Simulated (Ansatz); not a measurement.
# PbF$_{2}$: experiment and calculation

**Measured values to compare with.**

From a printed reference work, textbook, for a bulk crystal of PbF2: lattice constant a 5.94 Å.

The runs below are set against these values where they give the same quantity.

Level of theory: DFT PBE, scalar-relativistic, plane waves, PAW in Ansatz 0.2.0.

Cutoff 420 eV; k points 8×8×8 on the computed 3-atom cell (Γ-centred); Gaussian smearing, width 0.02 eV; no spin polarisation.

Relaxed structure, symmetry kept:

```
CELL_PARAMETERS angstrom
0.00000 2.99997 2.99997
2.99997 0.00000 2.99997
2.99997 2.99997 0.00000
ATOMIC_POSITIONS crystal
Pb 0.00000 0.00000 0.00000
F 0.25000 0.25000 0.25000
F 0.75000 0.75000 0.75000
```

| Property | Result |
| --- | --- |
| Space group | Fm-3m (No. 225) |
| Volume per atom | 18.00 Å³ |
| Formation energy from the elements' standard states (uncorrected) | -2.371 eV/atom |
| Kohn–Sham band gap | 4.42 eV, indirect from W to X |
| Löwdin character of the top 1 eV of the valence band | F 2p 71 %, Pb 6s 27 % |
| Löwdin character of the lowest 1 eV of the conduction band | Pb 6p 79 %, F 2p 10 % |
| Electron masses at the edge by Cartesian direction of the standard setting (m_e; degenerate bands sorted by energy; no spin-orbit coupling) | x: 2.5; y: 0.51; z: 0.51 |
| Hole masses at the edge by Cartesian direction of the standard setting (m_e; degenerate bands sorted by energy; no spin-orbit coupling) | x: 9.6; y: 3.1; z: 9.6 |
| Bulk modulus | 67 GPa |
| Its pressure derivative | 5.1 |
| Bader charges (e) | Pb (1 in the cell) 1.58, F (2 in the cell) -0.79 |

Spin-orbit coupling is left out, which matters for the bands of heavy elements.

Against the measured lattice constant a of PbF2, 5.94 Å (a printed reference work, textbook), the calculated 6.000 Å is off by +1.0 %. The measured value has few digits, which limits the comparison. The calculation is for 0 K without zero-point motion.

Cost: 8 runs of about 0.71 core-minutes in all, on Intel Xeon Platinum 8375C (Ice Lake) (shared hosts).